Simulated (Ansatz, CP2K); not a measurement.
One calculation of Ta2N, 3 ways

```
CELL_PARAMETERS angstrom
3.11286 0.00000 0.00000
-1.55643 2.69582 0.00000
0.00000 0.00000 4.86984
ATOMIC_POSITIONS crystal
Ta 0.33333 0.66667 0.25471
Ta 0.66667 0.33333 0.74529
N 0.00000 0.00000 0.00000
```

The cell comes from a database or a generator and needn't be the stable form of this composition.

Alike in all runs: task band structure; functional PBE; k mesh 10 × 10 × 6; occupations fermi-dirac, width 0.05 eV; no spin polarisation; no spin-orbit coupling. Pressure is positive in compression and, in plane waves, holds the error of the finite cutoff, which Ansatz's Pulay term estimates and takes out.

| program and potentials | plane-wave cutoff (eV) | notes | pressure (GPa) |
| --- | --- | --- | --- |
| Ansatz, Ansatz PAW | 420 | Pulay term of +0.28 GPa included | -1.27 |
| CP2K, POTENTIAL_UZH Ta GTH-PBE-q13, N GTH-PBE-q5; TZVP-MOLOPT-PBE-GTH basis | - | atomic basis | -3.55 |
| Ansatz, all-electron LAPW, scalar-relativistic | - | - | -1.17 |

The pressure spans -3.55 (CP2K, POTENTIAL_UZH Ta GTH-PBE-q13, N GTH-PBE-q5; TZVP-MOLOPT-PBE-GTH basis) to -1.17 GPa (Ansatz, all-electron LAPW, scalar-relativistic), with all-electron results at -1.17. Rows in atomic bases carry the error of their basis and grid, which can be large.

The functional is the same throughout but for its coding, so the spread measures potentials, basis and numerics; runs on potential files found faulty are left out.
